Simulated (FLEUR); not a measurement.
Input of a FLEUR MaX-R8.1 (later development tree) run:

File inp.xml:

```xml
<?xml version="1.0" encoding="UTF-8" standalone="no"?>
<fleurInput fleurInputVersion="0.39">
   <comment>
      Ge                                                                                                  
   </comment>
   <calculationSetup>
      <cutoffs Kmax="3.88" Gmax="12.0" GmaxXC="12.0" numbands="0"/>
      <scfLoop itmax="60" minDistance="0.00001" maxIterBroyd="15" imix="Anderson" alpha="0.05" precondParam="0.0" spinf="2.0" sdNocoIR="T"/>
      <coreElectrons ctail="T" frcor="F" kcrel="0" coretail_lmax="0"/>
      <xcFunctional name="pw91" relativisticCorrections="F"/>
      <magnetism jspins="1"/>
      <soc l_soc="F" theta="0.0" phi="0.0" spav="F"/>
      <expertModes spex="0" secvar="F"/>
      <geometryOptimization l_f="F" forcealpha="1.0" forcemix="BFGS" epsdisp="0.00001" epsforce="0.00001"/>
      <ldaU l_linMix="F" mixParam="0.05" spinf="1.0"/>
   </calculationSetup>
   <cell>
      <bzIntegration valenceElectrons="44.0" mode="hist" fermiSmearingEnergy="0.00183747">
         <kPointListSelection listName="default-1"/>
         <!-- k-points included here -->
         <xi:include xmlns:xi="http://www.w3.org/2001/XInclude" href="kpts.xml"> </xi:include>
      </bzIntegration>
      <!-- symmetry operations included here -->
      <xi:include xmlns:xi="http://www.w3.org/2001/XInclude" href="sym.xml"> </xi:include>
      <bulkLattice scale="1.0">
         <bravaisMatrix>
            <row-1>    0.0000000000000000     5.3458651311421859     5.3458651311421859</row-1>
            <row-2>    5.3458651311421859     0.0000000000000000     5.3458651311421859</row-2>
            <row-3>    5.3458651311421859     5.3458651311421859     0.0000000000000000</row-3>
         </bravaisMatrix>
      </bulkLattice>
   </cell>
   <atomSpecies>
      <species name="Germanium (Ge)" element="Ge" atomicNumber="32">
         <mtSphere radius="2.14" gridPoints="707" logIncrement="0.017"/>
         <atomicCutoffs lmax="9" lnonsphr="7"/>
         <electronConfig flipSpins="F">
            <coreConfig>(1s1/2) (2s1/2) (2p1/2) (2p3/2)</coreConfig>
            <valenceConfig>(3s1/2) (3p1/2) (3p3/2) (4s1/2) (3d3/2) (3d5/2) (4p1/2) (4p3/2)</valenceConfig>
            <stateOccupation state="(4p1/2)" spinUp="0.333333" spinDown="0.333333"/>
            <stateOccupation state="(4p3/2)" spinUp="0.666667" spinDown="0.666667"/>
         </electronConfig>
         <energyParameters s="4" p="4" d="3" f="4"/>
         <lo type="SCLO" l="0" n="3" eDeriv="0"/>
         <lo type="SCLO" l="1" n="3" eDeriv="0"/>
         <lo type="SCLO" l="1" n="3" eDeriv="1"/>
         <lo type="HELO" l="2" n="4" eDeriv="0"/>
         <lo type="HELO" l="2" n="4" eDeriv="1"/>
         <lo type="SCLO" l="3" n="4" eDeriv="2"/>
      </species>
   </atomSpecies>
   <atomGroups>
      <atomGroup species="Germanium (Ge)">
         <relPos label="                   1">-3.000/8.000 -3.000/8.000 -3.000/8.000</relPos>
         <relPos label="                   2">3.000/8.000 3.000/8.000 3.000/8.000</relPos>
         <force calculate="T" relaxXYZ="TTT"/>
      </atomGroup>
   </atomGroups>
   <output dos="F" band="F" slice="F">
      <checks vchk="F" cdinf="F"/>
      <bandDOS minEnergy="-.5*Htr" maxEnergy="0.5*Htr" sigma="0.015" storeEVData="T"/>
      <vacuumDOS vacdos="F" integ="F" star="F" nstars="0" locx1="0.0" locy1="0.0" locx2="0.0" locy2="0.0" nstm="0" tworkf="0.0"/>
      <unfoldingBand unfoldBand="F" supercellX="1" supercellY="1" supercellZ="1"/>
      <plotting iplot="0" polar="F">
         <plot TwoD="T" vec1="  1.0  0.0  0.0" vec2="  0.0  1.0  0.0" vec3="  0.0  0.0  1.0" zero="  0.0  0.0  0.0" file="plot"/>
      </plotting>
      <chargeDensitySlicing numkpt="0" minEigenval="0.0" maxEigenval="0.0" nnne="0" pallst="F"/>
      <specialOutput eonly="F"/>
      <moessbauerParams electricFieldGradient="T" isomerShift="T" coreHyperfine="T" valenceHyperfine="T"/>
      <magneticCircularDichroism mcd="F" energyLo="-10.0" energyUp="0.0"/>
   </output>
  <!-- We include the file relax.xml here to enable relaxations (see documentation) -->
  <xi:include xmlns:xi="http://www.w3.org/2001/XInclude" href="relax.xml"> <xi:fallback/> </xi:include>
</fleurInput>
```

Contents of crystal.txt:

```
Ge
&input cartesian=F /
0.0000000000  2.8289100000  2.8289100000
2.8289100000  0.0000000000  2.8289100000
2.8289100000  2.8289100000  0.0000000000
1.8897261246
1.0 1.0 1.0

2
32 0.7500000000  0.7500000000  0.7500000000
32 0.5000000000  0.5000000000  0.5000000000

&kpt div1=8 div2=8 div3=8 gamma=T /
```

The input inp.xml (bands):

```
<?xml version="1.0" encoding="UTF-8" standalone="no"?>
<fleurInput fleurInputVersion="0.39">
   <comment>
      Ge                                                                                                  
   </comment>
   <calculationSetup>
      <cutoffs Kmax="3.88" Gmax="12.0" GmaxXC="12.0" numbands="0"/>
      <scfLoop itmax="60" minDistance="0.00001" maxIterBroyd="15" imix="Anderson" alpha="0.05" precondParam="0.0" spinf="2.0" sdNocoIR="T"/>
      <coreElectrons ctail="T" frcor="F" kcrel="0" coretail_lmax="0"/>
      <xcFunctional name="pw91" relativisticCorrections="F"/>
      <magnetism jspins="1"/>
      <soc l_soc="F" theta="0.0" phi="0.0" spav="F"/>
      <expertModes spex="0" secvar="F"/>
      <geometryOptimization l_f="F" forcealpha="1.0" forcemix="BFGS" epsdisp="0.00001" epsforce="0.00001"/>
      <ldaU l_linMix="F" mixParam="0.05" spinf="1.0"/>
   </calculationSetup>
   <cell>
      <bzIntegration valenceElectrons="44.0" mode="hist" fermiSmearingEnergy="0.00183747">
         <kPointListSelection listName="path-1"/>
         <!-- k-points included here -->
         <xi:include xmlns:xi="http://www.w3.org/2001/XInclude" href="kpts.xml"> </xi:include>
      </bzIntegration>
      <!-- symmetry operations included here -->
      <xi:include xmlns:xi="http://www.w3.org/2001/XInclude" href="sym.xml"> </xi:include>
      <bulkLattice scale="1.0">
         <bravaisMatrix>
            <row-1>    0.0000000000000000     5.3458651311421859     5.3458651311421859</row-1>
            <row-2>    5.3458651311421859     0.0000000000000000     5.3458651311421859</row-2>
            <row-3>    5.3458651311421859     5.3458651311421859     0.0000000000000000</row-3>
         </bravaisMatrix>
      </bulkLattice>
   </cell>
   <atomSpecies>
      <species name="Germanium (Ge)" element="Ge" atomicNumber="32">
         <mtSphere radius="2.14" gridPoints="707" logIncrement="0.017"/>
         <atomicCutoffs lmax="9" lnonsphr="7"/>
         <electronConfig flipSpins="F">
            <coreConfig>(1s1/2) (2s1/2) (2p1/2) (2p3/2)</coreConfig>
            <valenceConfig>(3s1/2) (3p1/2) (3p3/2) (4s1/2) (3d3/2) (3d5/2) (4p1/2) (4p3/2)</valenceConfig>
            <stateOccupation state="(4p1/2)" spinUp="0.333333" spinDown="0.333333"/>
            <stateOccupation state="(4p3/2)" spinUp="0.666667" spinDown="0.666667"/>
         </electronConfig>
         <energyParameters s="4" p="4" d="3" f="4"/>
         <lo type="SCLO" l="0" n="3" eDeriv="0"/>
         <lo type="SCLO" l="1" n="3" eDeriv="0"/>
         <lo type="SCLO" l="1" n="3" eDeriv="1"/>
         <lo type="HELO" l="2" n="4" eDeriv="0"/>
         <lo type="HELO" l="2" n="4" eDeriv="1"/>
         <lo type="SCLO" l="3" n="4" eDeriv="2"/>
      </species>
   </atomSpecies>
   <atomGroups>
      <atomGroup species="Germanium (Ge)">
         <relPos label="                   1">-3.000/8.000 -3.000/8.000 -3.000/8.000</relPos>
         <relPos label="                   2">3.000/8.000 3.000/8.000 3.000/8.000</relPos>
         <force calculate="T" relaxXYZ="TTT"/>
      </atomGroup>
   </atomGroups>
   <output dos="F" band="T" slice="F">
      <checks vchk="F" cdinf="F"/>
      <bandDOS minEnergy="-.5*Htr" maxEnergy="0.5*Htr" sigma="0.015" storeEVData="T"/>
      <vacuumDOS vacdos="F" integ="F" star="F" nstars="0" locx1="0.0" locy1="0.0" locx2="0.0" locy2="0.0" nstm="0" tworkf="0.0"/>
      <unfoldingBand unfoldBand="F" supercellX="1" supercellY="1" supercellZ="1"/>
      <plotting iplot="0" polar="F">
         <plot TwoD="T" vec1="  1.0  0.0  0.0" vec2="  0.0  1.0  0.0" vec3="  0.0  0.0  1.0" zero="  0.0  0.0  0.0" file="plot"/>
      </plotting>
      <chargeDensitySlicing numkpt="0" minEigenval="0.0" maxEigenval="0.0" nnne="0" pallst="F"/>
      <specialOutput eonly="F"/>
      <moessbauerParams electricFieldGradient="T" isomerShift="T" coreHyperfine="T" valenceHyperfine="T"/>
      <magneticCircularDichroism mcd="F" energyLo="-10.0" energyUp="0.0"/>
   </output>
  <!-- We include the file relax.xml here to enable relaxations (see documentation) -->
  <xi:include xmlns:xi="http://www.w3.org/2001/XInclude" href="relax.xml"> <xi:fallback/> </xi:include>
</fleurInput>
```

Potentials or basis: all-electron, FLAPW.

Launch:

```sh
$ inpgen -f crystal.txt -profile fastHighL
$ # inp.xml edited to the form shown
$ fleur_MPI
$ fleur_MPI   # second run, on inp.xml (bands)
```

Task: Predict the band gap along the path.

Result: None (metal or under the smearing width).

Levels at the corners of the path, in eV from the Fermi level:
| point | band 19 | band 20 | band 21 | band 22 | band 23 | band 24 | band 25 | band 26 |
| --- | --- | --- | --- | --- | --- | --- | --- | --- |
| Γ | -12.81 | -0.06 | -0.03 | -0.03 | -0.03 | 2.52 | 2.52 | 2.52 |
| X | -8.93 | -8.93 | -3.10 | -3.10 | 0.72 | 0.72 | 9.45 | 9.45 |
| W | -8.83 | -8.83 | -3.92 | -3.92 | 4.28 | 4.28 | 4.69 | 4.69 |
| K | -9.40 | -8.34 | -4.35 | -2.66 | 1.13 | 4.05 | 7.17 | 7.34 |
| Γ | -12.81 | -0.06 | -0.03 | -0.03 | -0.03 | 2.52 | 2.52 | 2.52 |
| L | -10.73 | -7.63 | -1.43 | -1.43 | 0.13 | 3.72 | 3.72 | 7.10 |
| U | -9.40 | -8.34 | -4.35 | -2.66 | 1.13 | 4.05 | 7.17 | 7.34 |
| W | -8.83 | -8.83 | -3.92 | -3.92 | 4.28 | 4.28 | 4.69 | 4.69 |
| L | -10.73 | -7.63 | -1.43 | -1.43 | 0.13 | 3.72 | 3.72 | 7.10 |
| K | -9.40 | -8.34 | -4.35 | -2.66 | 1.13 | 4.05 | 7.17 | 7.34 |
| U | -9.40 | -8.34 | -4.35 | -2.66 | 1.13 | 4.05 | 7.17 | 7.34 |
| X | -8.93 | -8.93 | -3.10 | -3.10 | 0.72 | 0.72 | 9.45 | 9.45 |

Caveat: this crystal is a semiconductor, whose small gap the functional closes, so the metal is an error of the method.

**The experiment to reproduce.**

From “Temperature-dependent photoluminescence in Ge: experiment and theory”, 2020, arxiv:2003.00143, for a bulk crystal of Ge at 0 K: band gap 0.744 eV (indirect).

A measured gap of Ge is 0.744 eV (indirect; 0 K; “Temperature-dependent photoluminescence in Ge: experiment and theory”, 2020, arxiv:2003.00143); the calculated 0.00 eV misses it by -0.74 eV. 3 values of this kind are on record (0.666 to 0.807 eV); this one was drawn at random among those near their median. Spin-orbit coupling on Ge is left out. The value is that of PW91, without temperature or zero-point motion. Semilocal functionals fall short of measured gaps as a rule.
